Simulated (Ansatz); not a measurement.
Runs of Ansatz 0.2.0 on HfC. The structure is hexagonal, space group P6_3/mmc (No. 194). The conventional cell has a = 3.343 Å, b = 3.343 Å, c = 5.203 Å, α = 90.00°, β = 90.00°, γ = 120.00°. Around Hf (site symmetry -6m2) lie 6 C at 2.33 Å. C (site symmetry -3m) is surrounded by 6 Hf at 2.33 Å and 2 C at 2.60 Å. The cell comes from a database or a generator and needn't be the stable form of this composition.

```csv
level,U,hubbard projectors,double counting,gap on the mesh (eV),pressure (GPa)
PBEsol,-,-,-,none,-7.4
PBEsol+U,Hf d U = 8 eV,ortho-atomic (the default),fll (the default),none,(a)
PBEsol+U,Hf d U = 3 eV,ortho-atomic (the default),fll (the default),none,(b)
PBEsol+U,Hf d U = 6 eV,ortho-atomic (the default),fll (the default),none,1.9
PBEsol+U,Hf d U = 5 eV,ortho-atomic (the default),fll (the default),none,0.1
PBEsol+U,Hf d U = 4 eV,ortho-atomic (the default),fll (the default),none,-1.5
PBEsol+U,Hf d U = 2 eV,ortho-atomic (the default),fll (the default),none,-4.6
PBEsol+U,Hf d U = 1 eV,ortho-atomic (the default),fll (the default),none,-6.0
```

Alike in all rows: task projected density of states; potentials or basis Ansatz PAW; no spin polarisation; cell as given; k mesh 9 × 9 × 5; cutoff (eV) 420; smearing fermi-dirac 0.05 eV.

Fill in the values left out.

(a) 5.9; (b) -3.1.

Caveats: the PAW data sets come from PBE, with cores solved anew for the run's functional, which leaves a small shift of forces and pressure; U without spin polarisation on a metal has little footing (some runs); the U is typed as a test and isn't derived for this compound (some runs).

A k mesh can miss the band edges, and the runs leave out spin-orbit coupling on Hf.

A gap of «none» marks a metal or a gap under the smearing width.
